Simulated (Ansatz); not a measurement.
# Equation of state of Tl

```
CELL_PARAMETERS angstrom
0.00000 2.16500 2.16500
2.16500 0.00000 2.16500
2.16500 2.16500 0.00000
ATOMIC_POSITIONS crystal
Tl 0.00000 0.00000 0.00000
```

Conventional cell: a = 4.330 Å, b = 4.330 Å, c = 4.330 Å, α = 90.00°, β = 90.00°, γ = 90.00°. Tl (atom 1) is surrounded by 12 Tl at 3.06 Å.

The geometry is COD entry 2300517, unchecked; take it as a test cell.

No spin–orbit coupling, which matters for the heavy atoms here.

All numbers are computed: DFT, PBE, all-electron LAPW, scalar-relativistic (Ansatz 0.2.0); DFT, PBE, PAW with Ansatz's default frozen-core files, scalar-relativistic (Ansatz 0.2.0).

For LAPW: a Γ-centred 16×16×16 k mesh, Fermi–Dirac smearing of 0.05 eV, basis error target 1 meV/atom, no spin polarisation. PAW takes a cutoff of 420 eV at this cell. The Ansatz runs share mesh, smearing and spin set-up. Plane-wave (PAW) pressures include the program's estimate of the Pulay term.

The cell above is scaled evenly, with fractional coordinates and shape held.

| V/V(cell) | V (Å³/atom) | P, LAPW (GPa) | P, PAW (GPa) | free energy over the lowest listed, PAW (meV/atom) |
| --- | --- | --- | --- | --- |
| 0.9600 | 19.484 | ? | ? | ? |
| 0.9800 | 19.890 | 41.51 | 41.49 | 271.6 |
| 1.0000 | 20.296 | 37.48 | 37.47 | 171.7 |
| 1.0200 | 20.702 | 33.83 | 33.82 | 81.4 |
| 1.0400 | 21.108 | 30.53 | 30.51 | 0.0 |

Task: Fill in the row V/V(cell) = 0.9600.

Result: P, LAPW (GPa) = 45.97, P, PAW (GPa) = 45.95, free energy over the lowest listed, PAW (meV/atom) = 382.3.
